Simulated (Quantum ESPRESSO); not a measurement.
# C (Fd-3m) in Quantum ESPRESSO: a series of runs

One crystal, C, is run at these levels: PBEsol; tasks: band structure, single point, equation of state.

Program: Quantum ESPRESSO 7.5. These are calculated values, not measurements. Logs are shortened: lines on timing, memory, paths and dates and some standing lists are left out, and cuts for length are marked.

**Experimental background.**

From “Equation of state of cubic boron nitride at high pressures and temperatures”, 2007, arxiv:cond-mat/0702656, for a bulk crystal of C: bulk modulus 442 ± 5 GPa.

The results are compared with them further down.

## 1. Starting point

Symmetry: Fd-3m, No. 227, cubic system. Conventional cell: a = 3.567 Å, b = 3.567 Å, c = 3.567 Å, α = 90.00°, β = 90.00°, γ = 90.00°. C (site symmetry -43m) has 4 C at 1.54 Å as nearest neighbours.

This isn't the form of C at room conditions, which is graphite.

## 2. Band structure, PBEsol

pw.in reads:

```
&CONTROL
  calculation = 'scf'
  prefix = 'pwscf'
  outdir = './tmp'
  pseudo_dir = './pseudo'
  tprnfor = .true.
  tstress = .true.
  disk_io = 'low'
/
&SYSTEM
  ibrav = 0
  A = 2.52206604
  nat = 2
  ntyp = 1
  ecutwfc = 82
  nbnd = 9
  occupations = 'smearing'
  smearing = 'fd'
  degauss = 0.00367493
/
&ELECTRONS
  conv_thr = 4d-10
  electron_maxstep = 120
  mixing_beta = 0.5
/
ATOMIC_SPECIES
C     12.0110 C.upf
CELL_PARAMETERS alat
   0.0000000000    0.7071067814    0.7071067814
   0.7071067814    0.0000000000    0.7071067814
   0.7071067814    0.7071067814    0.0000000000
ATOMIC_POSITIONS alat
C      1.0606601721    1.0606601721    1.0606601721
C      0.7071067814    0.7071067814    0.7071067814
K_POINTS automatic
13 13 13 0 0 0
```

bands.in reads:

```
&CONTROL
  calculation = 'bands'
  prefix = 'pwscf'
  outdir = './tmp'
  pseudo_dir = './pseudo'
  disk_io = 'low'
  verbosity = 'high'
/
&SYSTEM
  ibrav = 0
  A = 2.52206604
  nat = 2
  ntyp = 1
  ecutwfc = 82
  nbnd = 9
  occupations = 'smearing'
  smearing = 'fd'
  degauss = 0.00367493
/
&ELECTRONS
  conv_thr = 1d-08
  electron_maxstep = 120
  mixing_beta = 0.5
  diago_full_acc = .true.
/
ATOMIC_SPECIES
C     12.0110 C.upf
CELL_PARAMETERS alat
   0.0000000000    0.7071067814    0.7071067814
   0.7071067814    0.0000000000    0.7071067814
   0.7071067814    0.7071067814    0.0000000000
ATOMIC_POSITIONS alat
C      1.0606601721    1.0606601721    1.0606601721
C      0.7071067814    0.7071067814    0.7071067814
K_POINTS crystal
60
 0.0000000000  0.0000000000  0.0000000000 1
 0.0625000000  0.0000000000  0.0625000000 1
 0.1250000000  0.0000000000  0.1250000000 1
 0.1875000000  0.0000000000  0.1875000000 1
 0.2500000000  0.0000000000  0.2500000000 1
 0.3125000000  0.0000000000  0.3125000000 1
 0.3750000000  0.0000000000  0.3750000000 1
 0.4375000000  0.0000000000  0.4375000000 1
 0.5000000000  0.0000000000  0.5000000000 1
 0.5000000000  0.0625000000  0.5625000000 1
 0.5000000000  0.1250000000  0.6250000000 1
 0.5000000000  0.1875000000  0.6875000000 1
 0.5000000000  0.2500000000  0.7500000000 1
 0.4375000000  0.3125000000  0.7500000000 1
 0.3750000000  0.3750000000  0.7500000000 1
 0.3375000000  0.3375000000  0.6750000000 1
 0.3000000000  0.3000000000  0.6000000000 1
 0.2625000000  0.2625000000  0.5250000000 1
 0.2250000000  0.2250000000  0.4500000000 1
 0.1875000000  0.1875000000  0.3750000000 1
 0.1500000000  0.1500000000  0.3000000000 1
 0.1125000000  0.1125000000  0.2250000000 1
 0.0750000000  0.0750000000  0.1500000000 1
 0.0375000000  0.0375000000  0.0750000000 1
 0.0000000000  0.0000000000  0.0000000000 1
 0.0625000000  0.0625000000  0.0625000000 1
 0.1250000000  0.1250000000  0.1250000000 1
 0.1875000000  0.1875000000  0.1875000000 1
 0.2500000000  0.2500000000  0.2500000000 1
 0.3125000000  0.3125000000  0.3125000000 1
 0.3750000000  0.3750000000  0.3750000000 1
 0.4375000000  0.4375000000  0.4375000000 1
 0.5000000000  0.5000000000  0.5000000000 1
 0.5250000000  0.4500000000  0.5250000000 1
 0.5500000000  0.4000000000  0.5500000000 1
 0.5750000000  0.3500000000  0.5750000000 1
 0.6000000000  0.3000000000  0.6000000000 1
 0.6250000000  0.2500000000  0.6250000000 1
 0.5833333333  0.2500000000  0.6666666667 1
 0.5416666667  0.2500000000  0.7083333333 1
 0.5000000000  0.2500000000  0.7500000000 1
 0.5000000000  0.2857142857  0.7142857143 1
 0.5000000000  0.3214285714  0.6785714286 1
 0.5000000000  0.3571428571  0.6428571429 1
 0.5000000000  0.3928571429  0.6071428571 1
 0.5000000000  0.4285714286  0.5714285714 1
 0.5000000000  0.4642857143  0.5357142857 1
 0.5000000000  0.5000000000  0.5000000000 1
 0.4821428571  0.4821428571  0.5357142857 1
 0.4642857143  0.4642857143  0.5714285714 1
 0.4464285714  0.4464285714  0.6071428571 1
 0.4285714286  0.4285714286  0.6428571429 1
 0.4107142857  0.4107142857  0.6785714286 1
 0.3928571429  0.3928571429  0.7142857143 1
 0.3750000000  0.3750000000  0.7500000000 1
 0.6250000000  0.2500000000  0.6250000000 1
 0.5937500000  0.1875000000  0.5937500000 1
 0.5625000000  0.1250000000  0.5625000000 1
 0.5312500000  0.0625000000  0.5312500000 1
 0.5000000000  0.0000000000  0.5000000000 1
```

Potentials or basis: PseudoDojo 0.4.1 SR PBEsol standard.

Started as:

```sh
> OMP_NUM_THREADS=1 pw.x -in pw.in > pw.out
> OMP_NUM_THREADS=1 pw.x -in bands.in > bands.out
```

pw.out:

```text
This program is part of the open-source Quantum ESPRESSO suite
     for quantum simulation of materials; please cite
[... 9 lines left out ...]
     --------------------
     sticks:   dense  smooth     PW     G-vecs:    dense   smooth      PW
     Sum         511     511    163                 7727     7727    1411

     Using Slab Decomposition

     bravais-lattice index     =            0
     lattice parameter (alat)  =       4.7660  a.u.
     unit-cell volume          =      76.5510 (a.u.)^3
     number of atoms/cell      =            2
     number of atomic types    =            1
     number of electrons       =         8.00
     number of Kohn-Sham states=            9
     kinetic-energy cutoff     =      82.0000  Ry
     charge density cutoff     =     328.0000  Ry
     scf convergence threshold =      4.0E-10
     mixing beta               =       0.5000
     number of iterations used =            8  plain     mixing
     Exchange-correlation= PBESOL
                           (   1   4  10   8   0   0   0)

     celldm(1)=   4.766014  celldm(2)=   0.000000  celldm(3)=   0.000000
     celldm(4)=   0.000000  celldm(5)=   0.000000  celldm(6)=   0.000000

     crystal axes: (cart. coord. in units of alat)
               a(1) = (   0.000000   0.707107   0.707107 )
               a(2) = (   0.707107   0.000000   0.707107 )
               a(3) = (   0.707107   0.707107   0.000000 )

     reciprocal axes: (cart. coord. in units 2 pi/alat)
               b(1) = ( -0.707107  0.707107  0.707107 )
               b(2) = (  0.707107 -0.707107  0.707107 )
               b(3) = (  0.707107  0.707107 -0.707107 )

     PseudoPot. # 1 for C  read from file:
     C.upf
     Pseudo is Norm-conserving + core correction, Zval =  4.0
     Generated using ONCVPSP code by D. R. Hamann
     Using radial grid of 1248 points,  4 beta functions with:
                l(1) =   0
                l(2) =   0
                l(3) =   1
                l(4) =   1

     atomic species   valence    mass     pseudopotential
     C                 4.00    12.01100     C ( 1.00)

     48 Sym. Ops., with inversion, found (24 have fractional translation)

   Cartesian axes

     site n.     atom                  positions (alat units)
         1        C      tau(   1) = (   1.0606602   1.0606602   1.0606602  )
         2        C      tau(   2) = (   0.7071068   0.7071068   0.7071068  )

     number of k points=    84  Fermi-Dirac smearing, width (Ry)=  0.0037
                       cart. coord. in units 2pi/alat
        k(    1) = (   0.0000000   0.0000000   0.0000000), wk =   0.0009103
        k(    2) = (   0.0543928   0.0543928  -0.0543928), wk =   0.0072827
        k(    3) = (   0.1087857   0.1087857  -0.1087857), wk =   0.0072827
        k(    4) = (   0.1631785   0.1631785  -0.1631785), wk =   0.0072827
        k(    5) = (   0.2175713   0.2175713  -0.2175713), wk =   0.0072827
        k(    6) = (   0.2719641   0.2719641  -0.2719641), wk =   0.0072827
[... 76 lines left out ...]
        k(   83) = (   0.0000000  -0.4351426   0.6527140), wk =   0.0218480
        k(   84) = (  -0.0543928  -0.3807498   0.7071068), wk =   0.0218480

     Dense  grid:     7727 G-vectors     FFT dimensions: (  32,  32,  32)

     Initial potential from superposition of free atoms

     starting charge       7.9999, renormalised to       8.0000
     Starting wfcs are    8 randomized atomic wfcs +    1 random wfcs

     Self-consistent Calculation

     iteration #  1     ecut=    82.00 Ry     beta= 0.50
     Davidson diagonalization with overlap
     ethr =  1.00E-02,  avg # of iterations =  4.6

     total energy              =     -24.01759659 Ry
     estimated scf accuracy    <       0.11558403 Ry

     iteration #  2     ecut=    82.00 Ry     beta= 0.50
     Davidson diagonalization with overlap
     ethr =  1.44E-03,  avg # of iterations =  1.1

     total energy              =     -24.01530786 Ry
     estimated scf accuracy    <       0.01584032 Ry

     iteration #  3     ecut=    82.00 Ry     beta= 0.50
[... 60 lines left out ...]

    -2.2766   0.0581   9.8542  10.3299  21.5650  22.2167  22.7789  28.8759
    34.3929

          k =-0.2176-0.3264 0.3264 (   957 PWs)   bands (ev):

    -3.5638   1.7020   9.7802  10.6887  21.8126  21.9345  22.6825  28.6740
    34.2139

          k =-0.1632-0.2720 0.2720 (   955 PWs)   bands (ev):

    -5.0238   4.0332   9.9367  11.2296  21.5241  21.9644  22.4377  28.1440
    34.0622

          k =-0.1088-0.2176 0.2176 (   951 PWs)   bands (ev):

    -6.2399   6.5787  10.3246  11.8987  20.8773  21.8351  21.9418  27.5924
    33.9595

          k =-0.0544-0.1632 0.1632 (   954 PWs)   bands (ev):

    -7.1560   9.1571  10.9283  12.5886  20.0461  21.0921  21.3274  27.2204
    33.6087

          k = 0.0000-0.1088 0.1088 (   943 PWs)   bands (ev):

    -7.7543  11.3631  11.8097  13.0805  19.3661  20.0856  20.4341  26.9814
    32.9963

          k = 0.2176-0.0000 0.0000 (   950 PWs)   bands (ev):

    -7.3183  11.0173  11.0173  11.4254  18.3207  21.9924  21.9924  26.2627
    33.3464

          k = 0.2720 0.0544-0.0544 (   957 PWs)   bands (ev):

    -6.7222   9.1282  10.2911  11.0319  18.5254  23.0229  23.0622  25.5987
    33.2198

          k = 0.3264 0.1088-0.1088 (   955 PWs)   bands (ev):

    -5.8102   6.7372   9.7527  10.3734  19.2731  23.7125  23.7970  25.3505
    33.9226
[... 238 lines left out ...]
    -1.3503   3.0604   5.7180   7.0862  19.1362  21.2991  27.7129  29.0766
    34.5988

          k =-0.0544-0.4895 0.5983 (   958 PWs)   bands (ev):

    -0.0102   1.9158   4.4531   7.3319  19.5782  23.4609  27.2792  28.6664
    32.8395

          k = 0.0000-0.4351 0.5439 (   964 PWs)   bands (ev):

    -0.2116   2.1517   3.8721   7.8781  20.1019  25.8682  26.4122  27.9122
    31.1993

          k =-0.0544-0.5983 0.7071 (   962 PWs)   bands (ev):

    -0.4864   1.9172   6.5550   6.6485  18.5876  19.2956  29.3152  29.7327
    35.9107

          k = 0.0000-0.5439 0.6527 (   968 PWs)   bands (ev):

     0.7652   0.9897   5.3118   6.8187  19.1329  20.8452  28.8636  29.2432
    34.4857

          k = 0.4351 0.2176 0.0000 (   962 PWs)   bands (ev):

    -3.9220   5.2769   6.4764   9.1216  20.6104  23.3817  24.7017  26.7635
    34.2899

          k =-0.2176-0.4351 0.6527 (   960 PWs)   bands (ev):

    -2.5753   3.5189   5.9583   8.3425  21.5829  23.1291  25.3285  27.6786
    32.9049

          k =-0.1632-0.3807 0.5983 (   958 PWs)   bands (ev):

    -1.1731   1.7468   5.9115   7.8319  21.8439  23.1709  26.6549  27.8100
    31.4356

          k =-0.1632-0.4895 0.7071 (   958 PWs)   bands (ev):

    -2.1042   3.8863   5.7499   7.1552  20.5649  22.4307  25.7446  28.6140
    34.0321

          k =-0.1088-0.4351 0.6527 (   962 PWs)   bands (ev):

    -0.7062   2.5859   5.0461   6.6406  21.4447  23.6227  25.5278  28.3652
    32.8946

          k =-0.0544-0.3807 0.5983 (   960 PWs)   bands (ev):

    -0.0435   1.9562   4.5419   6.8121  21.8559  24.4325  26.4560  26.9402
    32.1275

          k = 0.0000-0.3264 0.5439 (   966 PWs)   bands (ev):

    -1.2239   3.0472   4.5846   7.4548  22.3610  23.3889  25.7272  28.0943
    31.8418

          k =-0.0544-0.4895 0.7071 (   964 PWs)   bands (ev):

    -0.0258   2.1000   5.5031   5.8876  20.8047  21.4128  27.4369  28.7669
    34.5298

          k = 0.0000-0.4351 0.6527 (   964 PWs)   bands (ev):

     0.8875   1.5304   4.4814   6.0713  21.4006  23.5112  26.8023  27.3665
    33.6513

          k =-0.0544-0.3807 0.7071 (   961 PWs)   bands (ev):

     0.5651   2.0200   4.6013   5.5898  23.4339  23.5616  25.4587  26.7293
    33.6381

     the Fermi energy is    15.3838 ev

!    total energy              =     -24.01693409 Ry
     estimated scf accuracy    <          2.6E-10 Ry
     smearing contrib. (-TS)   =       0.00000000 Ry
     internal energy E=F+TS    =     -24.01693409 Ry

     The total energy is F=E-TS. E is the sum of the following terms:
     one-electron contribution =       8.27848215 Ry
     hartree contribution      =       1.89542800 Ry
     xc contribution           =      -8.61615574 Ry
     ewald contribution        =     -25.57468850 Ry

     convergence has been achieved in   9 iterations

     Forces acting on atoms (cartesian axes, Ry/au):

     atom    1 type  1   force =     0.00000000    0.00000000   -0.00000000
     atom    2 type  1   force =    -0.00000000    0.00000000    0.00000000

     Total force =     0.000000     Total SCF correction =     0.000000

     Computing stress (Cartesian axis) and pressure

          total   stress  (Ry/bohr**3)                   (kbar)     P=      -33.41
  -0.00022711  -0.00000000  -0.00000000          -33.41       -0.00       -0.00
  -0.00000000  -0.00022711   0.00000000           -0.00      -33.41        0.00
   0.00000000   0.00000000  -0.00022711            0.00        0.00      -33.41

=------------------------------------------------------------------------------=
   JOB DONE.
=------------------------------------------------------------------------------=
```

Run time: 11 s. Hardware: 1 thread of Intel Xeon Platinum 8488C (Sapphire Rapids), shared host; peak memory 0.09 GiB.

Results:

| Property | Result |
| --- | --- |
| Free energy | -326.7670 eV |
| Pressure | -3.3 GPa |
| Band gap on the k mesh | 4.05 eV, indirect (least direct gap 5.56 eV) |
| Band gap along the path | 4.05 eV, indirect (least direct gap 5.56 eV) |

Levels at the corners of the path, in eV from the valence-band top:
| point | band 2 | band 3 | band 4 | band 5 | band 6 | band 7 |
| --- | --- | --- | --- | --- | --- | --- |
| Γ | 0.00 | 0.00 | 0.00 | 5.56 | 5.56 | 5.56 |
| X | -12.80 | -6.36 | -6.36 | 4.65 | 4.65 | 16.79 |
| W | -11.98 | -8.43 | -8.43 | 10.51 | 10.51 | 12.33 |
| K | -11.77 | -9.44 | -5.42 | 5.57 | 10.68 | 14.35 |
| Γ | 0.00 | 0.00 | 0.00 | 5.56 | 5.56 | 5.56 |
| L | -13.49 | -2.83 | -2.83 | 8.43 | 8.43 | 8.87 |
| U | -11.77 | -9.44 | -5.42 | 5.57 | 10.68 | 14.35 |
| W | -11.98 | -8.43 | -8.43 | 10.51 | 10.51 | 12.33 |
| L | -13.49 | -2.83 | -2.83 | 8.43 | 8.43 | 8.87 |
| K | -11.77 | -9.44 | -5.42 | 5.57 | 10.68 | 14.35 |
| U | -11.77 | -9.44 | -5.42 | 5.57 | 10.68 | 14.35 |
| X | -12.80 | -6.36 | -6.36 | 4.65 | 4.65 | 16.79 |

(Part 1 of 2 ends here.)
